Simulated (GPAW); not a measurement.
Runs of GPAW 26.7.0 on Mg. It takes space group Fm-3m (No. 225, cubic). The conventional cell has a = 6.967 Å, b = 6.967 Å, c = 6.967 Å, α = 90.00°, β = 90.00°, γ = 90.00°. Mg (site symmetry m-3m) has 8 Mg at 3.02 Å as nearest neighbours. Mg (site symmetry -43m) is surrounded by 4 Mg at 3.02 Å. The cell was built by a generator and needn't be a form met in nature.

```csv
level,potentials or basis,eigensolver,gap on the mesh (eV),pressure (GPa),relaxed volume (Å³/atom)
revPBE,"the program's PAW data sets (release 1.2.1) made for this functional, pw",-,none,0.0,(b)
BLYP,"PAW data sets generated in the run's folder for this functional, pw",davidson,none,0.0,29.37
RPBE,"the program's PAW data sets (release 1.2.1) made for this functional, pw",-,none,0.0,29.00
PBE,"GPAW PAW data sets (gpaw-data 1.2.1), pw",-,none,-0.1,-
LDA,"the program's PAW data sets (release 1.2.1) made for this functional, pw",-,none,0.0,(a)
PBEsol,"PAW data sets generated in the run's folder for this functional, pw",-,none,0.0,27.47
```

Alike in all rows: task relaxation of cell and atoms; no spin polarisation; cell relaxed; k mesh 7 × 7 × 7; cutoff (eV) 800; smearing fermi-dirac 0.05 eV.

Q: Fill in the values left out.

A: (a) 26.46; (b) 28.84.

Caveats: later steps reuse the first step's grids; the relaxation stopped at its first step, so nothing moved (some runs).

A gap of «none» marks a metal or a gap under the smearing width.
